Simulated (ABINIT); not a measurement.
A run of ABINIT 10.8.3 (patched build) is set up as follows.

run.abi

```
pp_dirpath "./"
pseudos "As.upf, Ga.upf"

acell 3*1.0 Angstrom
rprim
     0.0000000000     2.8268500000     2.8268500000
     2.8268500000     0.0000000000     2.8268500000
     2.8268500000     2.8268500000     0.0000000000
ntypat 2
znucl 33 31
natom 2
typat 1 2
xred
     0.7500000000     0.7500000000     0.7500000000
     0.0000000000     0.0000000000     0.0000000000

ecut 1034.032677 eV

kptopt 1
ngkpt 6 6 6
nshiftk 1
shiftk 0.0 0.0 0.0

ixc -116133

nband 18
occopt 3
tsmear 0.05 eV

nstep 100
tolvrs 1.0e-10

iomode 3
prtwf 0
prtden 0
prteig 0
prtebands 0
enunit 2
```

Potentials or basis: PseudoDojo NC SR PBEsol v0.4.1 standard.

Run with:

```sh
$ abinit run.abi > log 2>&1
```

(1) Predict the pressure.

(2) Predict the band gap on the k mesh.

Results:

(1) -0.8 GPa.

(2) 0.44 eV, direct.

**What was measured.**

From “Evidence of valence band perturbations in GaAsN/GaAs(001): A combined variable-angle spectroscopic ellipsometry and modulated photoreflectance investigation”, 2008, arxiv:0805.2212, for a bulk crystal of GaAs at 300 K: band gap 1.412 ± 0.01 eV (direct).

Against the measured gap of GaAs, 1.412 eV (direct; 300 K; “Evidence of valence band perturbations in GaAsN/GaAs(001): A combined variable-angle spectroscopic ellipsometry and modulated photoreflectance investigation”, 2008, arxiv:0805.2212), the calculated 0.44 eV is off by -0.97 eV. 3 values of this kind are on record (1.412 to 1.51 eV); this one was drawn at random among those near their median, those with a stated uncertainty first. Spin-orbit coupling on As, Ga is left out. The value is that of PBEsol on a finite k mesh, which can miss the band edges, without temperature or zero-point motion. Semilocal functionals fall short of measured gaps as a rule.
